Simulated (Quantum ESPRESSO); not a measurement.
SiO2 under changes of volume

One of the cells (17.411 Å³/atom); the others are scaled copies at fixed shape and fractional positions:

```
CELL_PARAMETERS angstrom
-4.47204 4.47204 2.61177
4.47204 -4.47204 2.61177
4.47204 4.47204 -2.61177
ATOMIC_POSITIONS crystal
Si 0.82311 0.82311 0.64622
Si 0.17689 0.82311 0.00000
Si 0.82311 0.17689 0.00000
Si 0.17689 0.17689 0.35378
O 0.00000 0.79145 0.79145
O 0.20855 0.00000 0.20855
O 0.79145 0.00000 0.79145
O 0.00000 0.20855 0.20855
O 0.00000 0.00000 0.50000
O 0.50000 0.00000 0.00000
O 0.00000 0.50000 0.00000
O 0.50000 0.50000 0.50000
```

The cell comes from a database or a generator and needn't be the stable form of this composition.

| Item | Value |
| --- | --- |
| Program | Quantum ESPRESSO 7.5 |
| Functional | PBE |
| Potentials or basis | SSSP 1.3 efficiency PBE |
| Cutoff | 748 eV |
| Density cutoff | 5987 eV |
| k mesh | 6 × 6 × 6 |
| Occupations | fermi-dirac, width 0.05 eV |
| Spin | no spin polarisation |

| volume (Å³/atom) | energy over the lowest point (meV/atom) | pressure (GPa) | gap on the mesh (eV) | largest force (eV/Å) |
| --- | --- | --- | --- | --- |
| 16.366 | 66.61 | 14.9 | 5.58 | 0.655 |
| 16.715 | 38.28 | 10.9 | 5.54 | 0.502 |
| 17.063 | ? | ? | ? | ? |
| 17.411 | 5.73 | 4.0 | 5.44 | 0.230 |
| 17.759 | 0.00 | 1.0 | 5.37 | 0.110 |
| 18.108 | 0.44 | -1.7 | 5.29 | 0.058 |
| 18.456 | 6.46 | -4.1 | 5.19 | 0.099 |

Q: What does the run at 17.063 Å³/atom give?

A: Energy over the lowest point 18.25 meV/atom; pressure 7.3 GPa; gap on the mesh 5.50 eV; largest force 0.360 eV/Å.

Worked out: A Birch-Murnaghan fit of order 3 (a polynomial in V^(-2/3)) to the other rows has its minimum at 17.91 Å³/atom with B0 = V·E''(V) = 140 GPa and B' = 3.9 at fixed shape and positions, which overstates the stiffness. It gives 18.27 meV/atom at 17.063 Å³/atom, against the run's 18.25, and -dE/dV = 7.4 GPa, against 7.3. A parabola through the other rows of the gap, of slope -2.57 eV per unit of ln V there, gives 5.50 eV, against the run's 5.50.

Energies are extrapolated to zero smearing.

A mesh can miss the band edges.
